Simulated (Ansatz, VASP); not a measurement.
ZnAu in VASP and in Ansatz

```xyz
2
Lattice="3.1865 0.0000 0.0000 0.0000 3.1865 0.0000 0.0000 0.0000 3.1865" Properties=species:S:1:pos:R:3 pbc="T T T"
Zn    1.5933    1.5933    1.5933
Au    0.0000    0.0000    0.0000
```

Alike in both runs: functional PBE; k mesh 18 × 18 × 18; occupations gaussian, width 0.1 eV; no spin polarisation.

Ansatz relaxed the structure, and its values are those at the end. VASP's run is a single point on that final structure, the one shown.

```csv
,VASP,Ansatz
version,VASP 6.6.1,Ansatz 0.2.0
potentials or method,"VASP PAW PBE potentials, release 64 (Zn, Au)","scalar-relativistic, plane waves, PAW"
plane-wave cutoff (eV),520,420
valence electrons in the cell,23,31
```

```csv
,VASP,Ansatz,Ansatz less VASP
gap on the k mesh at the Fermi level (eV),none,none,-
pressure (GPa),0.0,0.0,-0.04
```

A gap of «none» marks a metal or a gap that the smearing closes. The two sets of potentials don't hold the same shells in valence.

Spin-orbit coupling is left out, which matters for the levels of Au.
